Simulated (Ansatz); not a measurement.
A strain series on GaN (rocksalt): uniaxial along z, other directions held

Rocksalt GaN, relaxed with r2SCAN in the PAW code Ansatz, then strained (uniaxial along z, other directions held; changes of length per length, axes as in the cell below) with the atoms relaxed again within the symmetry that is left. It is cubic, Fm-3m (No. 225); a = 4.217 Å in the conventional setting, 9.37 Å³ an atom. Around Ga lie 6 N at 2.11 Å; around N lie 6 Ga at 2.11 Å. No spin polarisation. The prototype was imposed, so other structures may be more stable.

```xyz
2
Lattice="0.0000 2.1085 2.1085 2.1085 0.0000 2.1085 2.1085 2.1085 0.0000" Properties=species:S:1:pos:R:3 pbc="T T T"
Ga    0.0000    0.0000    0.0000
N     2.1085    2.1085    2.1085
```

Gaps are the least over each mesh (PBE 10×10×10, r2SCAN 10×10×10, HSE06 8×8×8 when unstrained) and the special points, which keep their unstrained names; stress is the change from the unstrained cell, compression positive.

```csv
strain (%),"gap, PBE (eV)","gap, r2SCAN (eV)","gap, HSE06 (eV)","edges, HSE06","stress along the strain, r2SCAN (GPa)","energy rise, r2SCAN (meV/atom)"
-4.0,0.620,1.166,1.924,"(0.008, 0.188, -0.180) → X",+18.71,20.2
-3.0,0.618,1.158,1.911,"(0.005, 0.182, -0.180) → X",+13.22,10.9
-2.0,0.619,1.155,1.902,"(0.003, 0.180, -0.180) → X",+8.30,4.6
-1.0,0.625,1.155,1.898,Γ–K (0.48) → X,+3.91,1.1
0.0,0.633,1.159,1.898,Γ–K (0.47) → X,0.00,0.0
+1.0,0.525,1.047,1.777,Γ–K (0.48) → X,-3.47,1.0
+2.0,0.423,0.939,1.663,Γ–K (0.49) → X,-6.55,4.0
+3.0,0.327,0.838,1.554,Γ–K (0.49) → X,-9.27,8.7
+4.0,0.235,0.742,1.451,Γ–K (0.50) → X,-11.67,14.8
+4.11,0.226,0.731,1.440,Γ–K (0.50) → X,-11.91,15.6
```

Between zero and the nearest strains the slope of the HSE06 gap against strain is -0.001 eV per percent for negative and -0.120 for positive strain.

The runs are scalar-relativistic, without spin-orbit coupling.

Where an edge lies off the special points, it is a point of the mesh or the k point where a search put PBE's edge or least direct gap, reused for the other functionals, whose own edges may lie a little apart.

Coordinates of k points refer to the reciprocal vectors of the primitive cell of the runs.

The meshes of the hybrids are coarse, so their gaps aren't converged to the digits shown.
